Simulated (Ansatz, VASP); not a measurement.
## Two plane-wave programs on C

The input INCAR:

```
SYSTEM = C
PREC = Accurate
ENCUT = 520
EDIFF = 1E-7
ISMEAR = 0
SIGMA = 0.05
LREAL = .FALSE.
LASPH = .TRUE.
NELM = 60
ALGO = Normal
ISIF = 2
LWAVE = .FALSE.
LCHARG = .FALSE.
GGA = CA
NBANDS = 11
```

Contents of KPOINTS:

```
Automatic mesh
0
G
  12 12 12
  0 0 0
```

Contents of POSCAR:

```
C
1.0
    1.2587270051      0.7267263753      3.1796602974
   -1.2587270051      0.7267263753      3.1796602974
    0.0000000000     -1.4534527505      3.1796602974
C
2
Direct
    0.1640000000      0.1640000000      0.1640000000
    0.8360000000      0.8360000000      0.8360000000
```

Input for Ansatz:

```yaml
crystal:
  lattice:
    - [1.2587270051, 0.7267263753, 3.1796602974]
    - [-1.2587270051, 0.7267263753, 3.1796602974]
    - [0.0, -1.4534527505, 3.1796602974]
  atoms:
    - { symbol: C, position: [0.164, 0.164, 0.164] }
    - { symbol: C, position: [0.836, 0.836, 0.836] }
basis:
  ecutwfc: 420
kpoints:
  mp_grid: { grid: [12, 12, 12] }
hamiltonian:
  xc: lda
scf:
  occupations: { method: gaussian, width: 0.05 }
output:
  forces: true
  stress: true
  eigenvalues: true
```

Change from the starting cell: strain +0.025 along x and y, -0.050 along z, atoms carried along.

Alike in both runs: task single point; functional LDA; k mesh 12 × 12 × 12; occupations gaussian, width 0.05 eV; no spin polarisation.

|  | VASP | Ansatz |
| --- | --- | --- |
| version | VASP 6.6.1 | Ansatz 0.2.0 |
| potentials or method | VASP PAW LDA potentials, release 64 (C) | scalar-relativistic, plane waves, PAW |
| plane-wave cutoff (eV) | 520 | 420 |
| valence electrons in the cell | 8 | 8 |

```csv
,VASP,Ansatz,Ansatz less VASP
gap on the k mesh at the Fermi level (eV),1.03,1.03,-0.002
least direct gap on the mesh (eV),1.03,1.03,-0.002
pressure (GPa),-22.3,-23.1,-0.80
largest component of the traceless stress (GPa),23.38,24.24,+0.862
rms of the force components (eV/Å),0.469,0.473,+0.0034
```

Atom by atom the forces differ by 0.003 eV/Å (rms over components).

Caveats: so large a pressure means that the cell lies far from this level's equilibrium, or that cutoff or potentials fall short (VASP).
